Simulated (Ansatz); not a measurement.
## Calculated quadrupolar parameters for W

The cell is a structure deposited in the COD.

Space group Pm-3n (No. 223); a = 5.0830 Å.

```
site  Wyckoff  site symmetry       x       y       z
  W1       2a           m-3.  0.0000  0.0000  0.0000
  W3       6c          -4m.2  0.0000  0.5000  0.2500
```

One atom of each set is listed.

Computed with Ansatz: DFT, PBE, plane waves and PAW, scalar-relativistic, 420 eV cutoff, Γ-centred 9×9×9 k-points, Fermi–Dirac smearing 0.02 eV.

V_zz is the principal component of the electric field gradient with the largest magnitude, η = (V_xx − V_yy)/V_zz and C_Q = eQV_zz/h.

(1) Give the quadrupolar parameters of the distinct sites.

## Answers

(1) 

```
site  atoms          first shell  V_xx, V_yy, V_zz (10²¹ V/m²)     η  C_Q (MHz)
  W1      2       12 W at 2.84 Å              0.00, 0.00, 0.00     –          –
  W3      6  14 W at 2.54–3.11 Å             3.20, 3.20, -6.40  0.00          –
```

An axis of threefold or higher order runs through W3, so V_zz lies along it and η is zero. W1 sits on a cubic site, where every gradient vanishes.

W has no stable isotope with a ground-state quadrupole moment in the table, so no C_Q is given.

The run finds no gap above 0.1 eV (a metal, or nearly one), so the gradients can move by 10 % or more with the k-mesh. Without spin–orbit coupling the gradients at and beside W can be off by some per cent, at some sites by more.

The run took 10 s of wall time (10 s of CPU time) and 0.56 GiB at its peak, on 1 thread of Intel Xeon 6975P-C (Granite Rapids) (x86_64; 16 cores open to the job, memory cap 3.0 GiB, no GPU), a shared host with a load of 0.6 a core.
